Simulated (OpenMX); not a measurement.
The system is Se.

```xyz
3
Lattice="4.3662 0.0000 0.0000 -2.1831 3.7812 0.0000 0.0000 0.0000 4.9536" Properties=species:S:1:pos:R:3 pbc="T T T"
Se    1.6910    2.9289    0.0000
Se   -0.4921    0.8523    3.3024
Se    0.9841    0.0000    1.6512
```

Base run:

- Program: OpenMX 3.8.5
- Functional: LDA
- Potentials or basis: OpenMX 2013 LDA set, Se8.0-s3p2d2, grid cutoff 300 Ry
- k mesh: 7 × 7 × 7
- Occupations: fermi-dirac, width 0.05 eV
- Spin: no spin polarisation

Its results: band gap on the k mesh 1.09 eV, indirect (least direct gap 1.44 eV); pressure -1.3 GPa; largest force 0.773 eV/Å.

Question: After a change of settings the same cell gave: band gap on the k mesh 1.08 eV, indirect (least direct gap 1.43 eV); pressure -0.2 GPa; largest force 0.995 eV/Å. Which change was it?
A. potentials or basis from OpenMX 2013 LDA set, Se8.0-s3p2d2, grid cutoff 300 Ry to OpenMX 2013 LDA set, Se7.0-s3p2d2, grid cutoff 300 Ry
B. functional from LDA to PBE; potentials or basis from OpenMX 2013 LDA set, Se8.0-s3p2d2, grid cutoff 300 Ry to OpenMX 2013 PBE set, Se7.0-s3p2d1, grid cutoff 300 Ry
C. functional from LDA to PBE; potentials or basis from OpenMX 2013 LDA set, Se8.0-s3p2d2, grid cutoff 300 Ry to OpenMX 2013 PBE set, Se7.0-s3p2d2, grid cutoff 260 Ry
D. functional from LDA to PBE; potentials or basis from OpenMX 2013 LDA set, Se8.0-s3p2d2, grid cutoff 300 Ry to OpenMX 2013 PBE set, Se7.0-s3p2d2, grid cutoff 300 Ry

Answer: A.

Caveats: the basis of atomic orbitals isn't converged, which shifts pressures, moduli and gaps; an odd mesh through Γ misses points on the zone boundary, where band edges often lie (some runs); the mesh misses the band edges, which the band path finds closer together (some runs).

Not every run made on this cell is shown here.
